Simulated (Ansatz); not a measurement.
AlAs (zincblende), relaxed with r2SCAN: space group F-43m (No. 216), cubic; conventional cell a = 5.678 Å, 22.88 Å³ an atom. Around Al lie 4 As at 2.46 Å; around As lie 4 Al at 2.46 Å. One-shot G0W0@PBE in the PAW code Ansatz on a 4×4×4 mesh (contour deformation, no spin-orbit coupling), from a PBE gap of 1.436 eV over the mesh points (the G0W0 gap is indirect on the mesh); the number N of bands summed and the screening cutoff rise together. The values are computed, spin-unpolarised, and not measurements.

```csv
N,cutoff (eV),1000/N,G0W0 gap (eV)
83,80,12.048,1.915
181,140,5.525,2.069
```

Question: Lay a straight line in 1000/N through these rows.

Answer: The slope is -0.0236 eV per unit of 1000/N and the intercept 2.199 eV.

Question: Predict the gap at N = 325 (210 eV).

Answer: 2.199 + (-0.0236) × 3.077 = 2.126 eV; the run gives 2.128 eV, +0.002 eV from the line.

Question: With that run's result added, what limit do the last two rows suggest?

Answer: Their slope is (2.128 − 2.069)/(3.077 − 5.525) = -0.0241, which meets 1/N = 0 at 2.20 eV, against 2.199 eV from the first line. The two lines nearly agree; the k mesh isn't extrapolated.

The runs are scalar-relativistic, without spin-orbit coupling.
